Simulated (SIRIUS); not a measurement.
# LiCl under changes of volume

One of the cells (16.871 Å³/atom); the others are scaled copies at fixed shape and fractional positions:

```
CELL_PARAMETERS angstrom
0.00000 2.56477 2.56477
2.56477 0.00000 2.56477
2.56477 2.56477 0.00000
ATOMIC_POSITIONS crystal
Cl 0.50000 0.50000 0.50000
Li 0.00000 0.00000 0.00000
```

| Quantity | Value |
| --- | --- |
| Program | SIRIUS 7.12.0 |
| Functional | WC |
| Potentials or basis | all-electron FP-LAPW |
| Cutoff | 158 eV |
| Basis | apw+lo standard |
| k mesh | 9 × 9 × 9 |
| Occupations | fermi-dirac, width 0.05 eV |
| Spin | no spin polarisation |

```csv
volume (Å³/atom),energy over the lowest point (meV/atom),gap on the mesh (eV)
15.859,1.20,6.49
16.196,0.00,6.36
16.534,?,?
16.871,2.14,6.13
17.209,5.16,6.02
17.546,9.32,5.92
17.883,14.51,5.82
```

**Question.** What does the run at 16.534 Å³/atom give?

**Answer.** Energy over the lowest point 0.34 meV/atom; gap on the mesh 6.24 eV.

Worked out: A Birch-Murnaghan fit of order 3 (a polynomial in V^(-2/3)) to the other rows has its minimum at 16.28 Å³/atom with B0 = V·E''(V) = 35 GPa and B' = 4.0. It gives 0.37 meV/atom at 16.534 Å³/atom, against the run's 0.34. A straight line through the other rows of the gap, of slope -5.57 eV per unit of ln V (its deformation potential), gives 6.25 eV, against the run's 6.24.

Energies are extrapolated to zero smearing.

Caveats: an odd mesh through Γ misses points on the zone boundary, where band edges often lie.
